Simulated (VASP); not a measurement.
# Ni (P6_3/mmc) in VASP: a series of runs

One crystal, Ni, is run at these levels: PBE, RPBE; tasks: single point.

Program: VASP 6.6.1. These are calculated values, not measurements. Logs are shortened: lines on timing, memory, paths and dates and some standing lists are left out, and cuts for length are marked.

## Step 1: The crystal as given

Symmetry: P6_3/mmc, No. 194, hexagonal system. The conventional cell has a = 2.558 Å, b = 2.558 Å, c = 4.005 Å, α = 90.00°, β = 90.00°, γ = 120.00°. Ni (site symmetry -6m2) is surrounded by 12 Ni at 2.49 to 2.56 Å.

The cell was built by a generator and needn't be a form met in nature.

## Step 2: Single point, PBE

File INCAR:

```
SYSTEM = Ni
PREC = Accurate
ENCUT = 520
EDIFF = 1E-6
ISMEAR = -1
SIGMA = 0.1
LREAL = .FALSE.
LASPH = .TRUE.
NELM = 80
ALGO = Normal
ISIF = 2
LWAVE = .FALSE.
LCHARG = .FALSE.
GGA = PE
NBANDS = 17
```

File KPOINTS:

```
Automatic mesh
0
G
  8 8 5
  0 0 0
```

File POSCAR:

```
Ni
1.0
    1.2790130000      2.2153140000      0.0000000000
   -1.2790130000      2.2153140000      0.0000000000
    0.0000000000      0.0000000000      4.0054760000
Ni
2
Direct
    0.3333300000      0.3333400000      0.2500000000
    0.6666600000      0.6666700000      0.7500000000
```

Potentials or basis: VASP PAW PBE potentials, release 64 (Ni).

The run is started by

```sh
cat potpaw_PBE.64/Ni/POTCAR > POTCAR
mpirun -np 1 vasp_std > vasp.out
```

OUTCAR:

```text
SYSTEM = Ni
   PREC = Accurate
   ENCUT = 520
   EDIFF = 1E-6
   ISMEAR = -1
   LREAL = .FALSE.
   LASPH = .TRUE.
   NELM = 80
   ISIF = 2
   GGA = PE

 ion  position               nearest neighbor table
   1  0.333  0.333  0.250-   2 2.49   2 2.49   2 2.49   2 2.49   2 2.49   2 2.49
   2  0.667  0.667  0.750-   1 2.49   1 2.49   1 2.49   1 2.49   1 2.49   1 2.49

  LATTYP: Found a hexagonal cell.
 ALAT       =     2.5580247014
 C/A-ratio  =     1.5658472719

  Lattice vectors:

 A1 = (   1.2790130000,  -2.2153140000,   0.0000000000)
 A2 = (   1.2790130000,   2.2153140000,   0.0000000000)
 A3 = (   0.0000000000,   0.0000000000,   4.0054760000)

Analysis of symmetry for initial positions (statically):
=====================================================================
 Subroutine PRICEL returns:
 Original cell was already a primitive cell.

 Routine SETGRP: Setting up the symmetry group for a
 hexagonal supercell.

 Subroutine GETGRP returns: Found  8 space group operations
 (whereof  2 operations were pure point group operations)
 out of a pool of 24 trial point group operations.

The static configuration has the point symmetry C_2 .
 The point group associated with its full space group is D_2h.

Analysis of symmetry for dynamics (positions and initial velocities):
=====================================================================
 Subroutine PRICEL returns:
 Original cell was already a primitive cell.

 Routine SETGRP: Setting up the symmetry group for a
 hexagonal supercell.

 Subroutine GETGRP returns: Found  8 space group operations
 (whereof  2 operations were pure point group operations)
 out of a pool of 24 trial point group operations.

The dynamic configuration has the point symmetry C_2 .
 The point group associated with its full space group is D_2h.

 Subroutine INISYM returns: Found  8 space group operations
 (whereof  2 operations are pure point group operations),
 and found     1 'primitive' translations

----------------------------------------------------------------------------------------

                                     Primitive cell

  volume of cell :      22.6984

  direct lattice vectors                    reciprocal lattice vectors
     1.279013000  2.215314000  0.000000000     0.390926441  0.225701639  0.000000000
    -1.279013000  2.215314000  0.000000000    -0.390926441  0.225701639  0.000000000
     0.000000000  0.000000000  4.005476000     0.000000000  0.000000000  0.249658218

  length of vectors
     2.558024701  2.558024701  4.005476000     0.451403048  0.451403048  0.249658218

  position of ions in fractional coordinates (direct lattice)
     0.333330000  0.333340000  0.250000000
     0.666660000  0.666670000  0.750000000

  ion indices of the primitive-cell ions
   primitive index   ion index
                 1           1
                 2           2

----------------------------------------------------------------------------------------

 KPOINTS: Automatic mesh

Automatic generation of k-mesh.
 Grid dimensions read from file:
 generate k-points for:    8    8    5

 Generating k-lattice:

  Cartesian coordinates                     Fractional coordinates (reciprocal lattice)
     0.048865805  0.028212705  0.000000000     0.125000000 -0.000000000  0.000000000
    -0.048865805  0.028212705  0.000000000    -0.000000000  0.125000000  0.000000000
     0.000000000  0.000000000  0.049931644     0.000000000  0.000000000  0.200000000

  Length of vectors
     0.056425381  0.056425381  0.049931644

  Shift w.r.t. Gamma in fractional coordinates (k-lattice)
     0.000000000  0.000000000  0.000000000

 Subroutine IBZKPT returns following result:
 ===========================================

 Found     63 irreducible k-points:

 Following reciprocal coordinates:
            Coordinates               Weight
  0.000000  0.000000  0.000000      1.000000
  0.125000  0.000000  0.000000      4.000000
  0.125000  0.125000  0.000000      2.000000
  0.250000  0.000000  0.000000      4.000000
  0.250000  0.250000  0.000000      2.000000
  0.375000  0.000000  0.000000      4.000000
[... 16 lines left out ...]
  0.125000  0.000000  0.200000      8.000000
  0.125000  0.125000  0.200000      4.000000
 [... further k-points ...]
   k-points           NKPTS =     63   k-points in BZ     NKDIM =     63   number of bands    NBANDS=     17
   number of dos      NEDOS =    301   number of ions     NIONS =      2
   total plane-waves  NPLWV =  12000
   dimension x,y,z NGX =    20 NGY =   20 NGZ =   30
   dimension x,y,z NGXF=    40 NGYF=   40 NGZF=   60
   ions per type =               2
   NGX,Y,Z   is equivalent  to a cutoff of  13.00, 13.00, 12.45 a.u.
   NGXF,Y,Z  is equivalent  to a cutoff of  26.00, 26.00, 24.90 a.u.
 SYSTEM =  Ni
   PREC   = accura    normal or accurate (medium, high low for compatibility)
   ISTART =      0    job   : 0-new  1-cont  2-samecut
   ICHARG =      2    charge: 1-file 2-atom 10-const
   ISPIN  =      1    spin polarized calculation?
   LNONCOLLINEAR =      F non collinear calculations
   LSORBIT =      F    spin-orbit coupling
   LASPH  =      T    aspherical Exc in radial PAW
   ENCUT  =  520.0 eV  38.22 Ry    6.18 a.u.   4.76  4.76  7.45*2*pi/ulx,y,z
   NELM   =     80;   NELMIN=  2; NELMDL= -5     # of ELM steps
   EDIFF  = 0.1E-05   stopping-criterion for ELM
   LREAL  =      F    real-space projection
   EDIFFG = 0.1E-04   stopping-criterion for IOM
   NSW    =      0    number of steps for IOM
   IBRION =     -1    ionic relax: 0-MD 1-quasi-New 2-CG
   NFREE  =      0    steps in history (QN), initial steepest desc. (CG)
   ISIF   =      2    stress and relaxation
   ISYM   =      2    0-nonsym 1-usesym 2-fastsym
   POTIM  = 0.5000    time-step for ionic-motion
   TEBEG  =    0.0;   TEEND  =   0.0 temperature during run
   PSTRESS=    0.0 pullay stress
   NELECT =      20.0000    total number of electrons
   NUPDOWN=      -1.0000    fix difference up-down
   EMIN   =  10.00;   EMAX   =-10.00  energy-range for DOS
   EFERMI =   0.00;   METHOD = LEGACY
   ISMEAR =    -1;   SIGMA  =   0.10  broadening in eV -4-tet -1-fermi 0-gaus
   EFERMI_NEDOS =   21; number of points for ismear=-14 and -15
   IALGO  =     38    algorithm
   IMIX   =      4    mixing-type and parameters
     AMIX     =   0.40;   BMIX     =  1.00
     AMIX_MAG =   1.60;   BMIX_MAG =  1.00
  volume/ion in A,a.u.               =      11.35        76.59
  Fermi-wavevector in a.u.,A,eV,Ry     =   1.569471  2.965871 33.514416  2.463240
  Thomas-Fermi vector in A             =   2.671349
   LORBIT       =      0    0 simple, 1 ext, 2 COOP (PROOUT), +10 PAW based schemes
   GGA     = PE    functional components
   LHFCALC =     F    Hartree Fock is set to
   AEXX    =    0.0000 exact exchange contribution
   IVDW    =     0    specifies the selected vdW correction
   LEPSILON=     F    determine dielectric tensor
   LRPA    =     F    only Hartree local field effects (RPA)
 non-spin polarized calculation
  energy-cutoff  :      520.00
  volume of cell :       22.70
 maximum number of plane-waves:       633
   NGX =  9   NGY =  9   NGZ = 15

 number of electron      19.9999995 magnetization

 Free energy of the ion-electron system (eV)
  ---------------------------------------------------
  ext. energy  EPLUGINS =         0.00000000
  ---------------------------------------------------
  free energy    TOTEN  =       -10.84215358 eV

  energy without entropy =      -10.63634710  energy(sigma->0) =      -10.73925034

 E-fermi :   8.6442     XC(G=0): -13.0040

 val. band max:        8.6317157621   @ k =  -0.1250   0.3750   0.2000
 cond. band min:       8.6473063821   @ k =   0.5000   0.2500   0.2000
 fundamental gap:      0.0155906200
 Fermi energy:         8.6441519296

 k-point     1 :       0.0000    0.0000    0.0000
  band No.  band energies     occupation
      1       0.0546      2.00000
      2       4.4875      2.00000
      3       6.9436      2.00000
      4       6.9436      2.00000
      5       7.0418      2.00000
      6       7.2479      2.00000
[... 9 lines left out ...]
     16      31.5729      0.00000
     17      33.2133      0.00000

 k-point     2 :       0.1250    0.0000    0.0000
  band No.  band energies     occupation
      1       0.5609      2.00000
      2       4.7655      2.00000
      3       6.6229      2.00000
      4       7.0222      2.00000
      5       7.1392      2.00000
      6       7.1534      2.00000
[... 9 lines left out ...]
     16      29.8841      0.00000
     17      33.4709      0.00000

 k-point     3 :       0.1250    0.1250    0.0000
  band No.  band energies     occupation
      1       0.5609      2.00000
      2       4.7655      2.00000
      3       6.6229      2.00000
      4       7.0222      2.00000
      5       7.1392      2.00000
      6       7.1534      2.00000
[... 9 lines left out ...]
     16      29.8841      0.00000
     17      33.4709      0.00000

 k-point     4 :       0.2500    0.0000    0.0000
  band No.  band energies     occupation
      1       1.9787      2.00000
      2       5.2508      2.00000
      3       6.0515      2.00000
      4       6.2725      2.00000
      5       7.0050      2.00000
      6       7.0134      2.00000
[... 9 lines left out ...]
     16      28.3385      0.00000
     17      28.3731      0.00000

 k-point     5 :       0.2500    0.2500    0.0000
  band No.  band energies     occupation
      1       1.9787      2.00000
      2       5.2508      2.00000
      3       6.0515      2.00000
      4       6.2725      2.00000
      5       7.0050      2.00000
      6       7.0134      2.00000
[... 9 lines left out ...]
     16      28.3385      0.00000
     17      28.3731      0.00000

 k-point     6 :       0.3750    0.0000    0.0000
  band No.  band energies     occupation
      1       3.8049      2.00000
      2       5.1936      2.00000
      3       5.4497      2.00000
      4       6.2975      2.00000
      5       6.7817      2.00000
      6       7.0944      2.00000
[... 9 lines left out ...]
     16      23.9466      0.00000
     17      24.7303      0.00000

 k-point     7 :       0.3750    0.3750    0.0000
  band No.  band energies     occupation
      1       3.8049      2.00000
      2       5.1936      2.00000
      3       5.4497      2.00000
      4       6.2975      2.00000
      5       6.7817      2.00000
      6       7.0944      2.00000
[... 9 lines left out ...]
     16      23.9466      0.00000
     17      24.7303      0.00000

 k-point     8 :       0.5000    0.0000    0.0000
  band No.  band energies     occupation
      1       4.6966      2.00000
      2       4.9922      2.00000
      3       5.2524      2.00000
      4       6.5408      2.00000
      5       6.6928      2.00000
      6       7.0236      2.00000
[... 9 lines left out ...]
     16      22.0460      0.00000
     17      22.5626      0.00000
[... 203 lines left out ...]
      1       4.7227      2.00000
      2       5.4276      2.00000
      3       5.6340      2.00000
      4       5.7018      2.00000
      5       6.5869      2.00000
      6       6.9861      2.00000
[... 9 lines left out ...]
     16      24.7844      0.00000
     17      25.2960      0.00000

 k-point    20 :      -0.3750    0.2500    0.0000
  band No.  band energies     occupation
      1       5.3111      2.00000
      2       5.3533      2.00000
      3       5.5089      2.00000
      4       5.8812      2.00000
      5       6.6132      2.00000
      6       6.7961      2.00000
[... 9 lines left out ...]
     16      21.8634      0.00000
     17      23.0846      0.00000

 k-point    21 :       0.3750   -0.3750    0.0000
  band No.  band energies     occupation
      1       5.3111      2.00000
      2       5.3533      2.00000
      3       5.5089      2.00000
      4       5.8812      2.00000
      5       6.6132      2.00000
      6       6.7961      2.00000
[... 9 lines left out ...]
     16      21.8633      0.00000
     17      23.0846      0.00000

 k-point    22 :       0.0000    0.0000    0.2000
  band No.  band energies     occupation
      1       0.4551      2.00000
      2       4.2710      2.00000
      3       6.8378      2.00000
      4       6.8378      2.00000
      5       6.9402      2.00000
      6       7.1367      2.00000
[... 9 lines left out ...]
     16      31.9641      0.00000
     17      31.9641      0.00000

 k-point    23 :       0.1250    0.0000    0.2000
  band No.  band energies     occupation
      1       0.9505      2.00000
      2       4.6018      2.00000
      3       6.6137      2.00000
      4       6.6378      2.00000
      5       6.9525      2.00000
      6       6.9839      2.00000
[... 9 lines left out ...]
     16      29.7851      0.00000
     17      31.5650      0.00000

 k-point    24 :       0.1250    0.1250    0.2000
  band No.  band energies     occupation
      1       0.9505      2.00000
      2       4.6019      2.00000
      3       6.6137      2.00000
      4       6.6378      2.00000
      5       6.9525      2.00000
      6       6.9839      2.00000
[... 9 lines left out ...]
     16      29.7851      0.00000
     17      31.5650      0.00000

 [... further k-points ...]

------------------------ aborting loop because EDIFF is reached ----------------------------------------

  FORCE on cell =-STRESS in cart. coord.  units (eV):
  Direction    XX          YY          ZZ          XY          YZ          ZX
  --------------------------------------------------------------------------------------
  -------------------------------------------------------------------------------------
  Total       -1.2868323     -1.2867464     -0.2636197     -0.0000000      0.0000000      0.0000000
  in kB      -90.8318503    -90.8257857    -18.6077558     -0.0000000      0.0000000      0.0000000
  external PRESSURE =     -66.7551306 kB  Pullay stress =       0.0000000 kB

 VOLUME and BASIS-vectors are now :
 -----------------------------------------------------------------------------
  energy-cutoff  :      520.00
  volume of cell :       22.70
      direct lattice vectors                 reciprocal lattice vectors
     1.279013000  2.215314000  0.000000000     0.390926441  0.225701639  0.000000000
    -1.279013000  2.215314000  0.000000000    -0.390926441  0.225701639  0.000000000
     0.000000000  0.000000000  4.005476000     0.000000000  0.000000000  0.249658218

 POSITION                                       TOTAL-FORCE (eV/Angst)
 -----------------------------------------------------------------------------------
     -0.00001      1.47688      1.00137         0.000000     -0.000029     -0.000000
     -0.00001      2.95374      3.00411         0.000000      0.000029      0.000000
 -----------------------------------------------------------------------------------
    total drift:                               -0.000000      0.000000     -0.000000

  FREE ENERGIE OF THE ION-ELECTRON SYSTEM (eV)
  ---------------------------------------------------
  free  energy   TOTEN  =       -10.8421535813 eV

  energy  without entropy=      -10.6363471017  energy(sigma->0) =      -10.73925034
```

Wall time 17 s (1 thread of AMD EPYC 7R13 (Zen 3), shared host); peak memory 0.11 GiB.

Results:

* Free energy: -10.8422 eV
* Pressure: -6.7 GPa
* Band gap on the k mesh: none (metal or under the smearing width)

Stress tensor (GPa, compression positive):
```
-9.08  0.00  0.00
 0.00 -9.08  0.00
 0.00  0.00 -1.86
```

Levels at points of the mesh, in eV from the Fermi level:
```tsv
k point	band 7	band 8	band 9	band 10	band 11	band 12	band 13	band 14
(0.00, 0.00, 0.00)	-1.40	-1.23	-1.23	-0.18	-0.18	0.33	6.34	21.72
(0.50, 0.00, 0.00)	-1.32	-0.13	0.02	0.06	1.41	3.08	9.51	10.10
(0.50, 0.50, 0.00)	-1.32	-0.13	0.02	0.06	1.41	3.08	9.51	10.10
```

Caveat: the run has no spin polarisation, though such a crystal can be magnetic. Spin polarisation is off, so any magnetic state and its effect on volume and gap are missing.

## Step 3: Single point, PBE

File INCAR:

```
SYSTEM = Ni
PREC = Accurate ; ENCUT = 520
EDIFF = 1E-6 ; ISMEAR = -1
SIGMA = 0.1 ; LREAL = .False.
LASPH = .True. ; NELM = 100
ALGO = Normal ; ISIF = 2
LWAVE = .False. ; LCHARG = .False.
GGA = PE ; NBANDS = 17
```

File KPOINTS:

```
Automatic mesh
0
Gamma
  8 8 5
  0 0 0
```

POSCAR is that of step 2.

Potentials or basis: VASP PAW PBE potentials, release 64 (Ni).

The run is started by

```sh
cat potpaw_PBE.64/Ni/POTCAR > POTCAR
mpirun -np 1 vasp_std > vasp.out
```

Wall time 20 s (1 thread of AMD EPYC 7R13 (Zen 3), shared host); peak memory 0.11 GiB.

Results (log left out):

| Quantity | Value |
| --- | --- |
| Free energy | -10.8422 eV |
| Pressure | -6.7 GPa |
| Band gap on the k mesh | none (metal or under the smearing width) |

Stress tensor (GPa, compression positive):
```
-9.08  0.00  0.00
 0.00 -9.08  0.00
 0.00  0.00 -1.86
```

Levels at points of the mesh, in eV from the Fermi level:
| k point | band 8 | band 9 | band 10 | band 11 | band 12 | band 13 |
| --- | --- | --- | --- | --- | --- | --- |
| (0.00, 0.00, 0.00) | -1.23 | -1.23 | -0.18 | -0.18 | 0.33 | 6.34 |
| (0.50, 0.00, 0.00) | -0.13 | 0.02 | 0.06 | 1.41 | 3.08 | 9.51 |
| (0.50, 0.50, 0.00) | -0.13 | 0.02 | 0.06 | 1.41 | 3.08 | 9.51 |

Caveat: the run has no spin polarisation, though such a crystal can be magnetic. Spin polarisation is off, so any magnetic state and its effect on volume and gap are missing.

(Continued in part 2 of 2.)
